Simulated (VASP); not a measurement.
Runs of VASP 6.6.1 on GaN. Symmetry: F-43m, No. 216, cubic system. The conventional cell has a = 4.507 Å, b = 4.507 Å, c = 4.507 Å, α = 90.00°, β = 90.00°, γ = 90.00°. Ga (site symmetry -43m) is surrounded by 4 N at 1.95 Å. Around N (site symmetry -43m) lie 4 Ga at 1.95 Å. The cell is a database's computed one.

```csv
task,level,cell,k mesh,cutoff (eV),mesh quality,gap on the mesh (eV),pressure (GPa),relaxed volume (Å³/atom)
relaxation of cell and atoms,r2SCAN,relaxed,9 × 9 × 9,600,not flagged,2.12,0.0,(b)
relaxation of cell and atoms,PBE,relaxed,9 × 9 × 9,600,not flagged,1.55,0.0,11.76
band structure,r2SCAN,as given,9 × 9 × 9,520,not flagged,2.12,-0.1,-
relaxation of cell and atoms,PBEsol,relaxed,3 × 3 × 3,600,coarse,(a),0.0,11.37
```

Alike in all rows: potentials or basis VASP PAW PBE potentials, release 64 (Ga_d, N); no spin polarisation; smearing gaussian 0.02 eV.

Task: Estimate the missing entries.

Result: (a) 1.65; (b) 11.44.

Caveats: some runs use coarse meshes; the PAW data sets were made with another functional, which shifts forces and pressure a little (some runs); an odd mesh through Γ misses points on the zone boundary, where band edges often lie (some runs).

A k mesh can miss the band edges, and the runs leave out spin-orbit coupling on Ga.

Not every run made on this cell is shown here.
